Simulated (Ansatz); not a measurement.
BaTiO₃ under strain — ¹³⁷Ba NMR of the central transition

Cell: a COD entry, relaxed with PBE at fixed cell and then changed (z stretched by 2 %, ions relaxed).

```cif
data_structure
_symmetry_space_group_name_H-M 'P 1'
_symmetry_Int_Tables_number 1
_cell_length_a 4.0311
_cell_length_b 4.0311
_cell_length_c 4.0311
_cell_angle_alpha 89.089
_cell_angle_beta 89.089
_cell_angle_gamma 89.089
_cell_volume 65.48
loop_
_atom_site_label
_atom_site_type_symbol
_atom_site_fract_x
_atom_site_fract_y
_atom_site_fract_z
_atom_site_occupancy
Ba1 Ba 0.99598 0.99598 0.99598 1
Ti2 Ti 0.48272 0.48272 0.48272 1
O3 O 0.51164 0.51164 0.01931 1
O4 O 0.01931 0.51164 0.51164 1
O5 O 0.51164 0.01931 0.51164 1
```

Atoms are numbered from 1 in the order listed; like atoms form one site, named after its first atom.

Computed with Ansatz: DFT, PBE, plane waves and PAW, scalar-relativistic, 420 eV cutoff, Γ-centred 8×8×8 k-points, Fermi–Dirac smearing 0.02 eV.

¹³⁷Ba has I = 3/2 and Q = 236.0 mb (Pyykkö 2018); at 9.4 T its Larmor frequency is ν₀ = 44.8 MHz (from the bare nuclear moment; shielding lowers the observed one by a per cent or two). Only the quadrupole interaction is simulated: positions count from each site's isotropic chemical shift, and shift anisotropy, dipolar and J coupling are left out.

Simulated pattern of one Ba site (static powder, Gaussian broadening 20 kHz):

```tsv
offset (kHz)	height
-219.2	5
-207.9	43
-196.6	100
-185.3	92
-173.9	67
-162.6	54
-151.3	48
-140.0	43
-128.7	40
-117.3	38
-106.0	37
-94.7	35
-83.4	34
-72.0	33
-60.7	33
-49.4	32
-38.1	32
-26.7	32
-15.4	32
-4.1	30
7.2	27
18.5	26
29.9	27
41.2	29
52.5	31
63.8	34
75.2	38
86.5	47
97.8	65
109.1	71
120.5	30
131.8	3
```

Task: Which |C_Q| and η does the pattern imply?

Result: The pattern spans 312 kHz before broadening and its centre of gravity is at -60.0 kHz, which fixes P_Q; the places of the horns and steps fix η. That gives P_Q = 10.4 MHz, |C_Q| = 10.4 MHz and η = 0.00. The sign of C_Q can't be read from the pattern.

An axis of threefold or higher order runs through Ba, so V_zz lies along it and η is zero.

Without spin–orbit coupling (the program notes it for Ba) the gradients are little affected as a rule: paired runs on crystals with a gap mostly move them by under 2 % at such atoms.
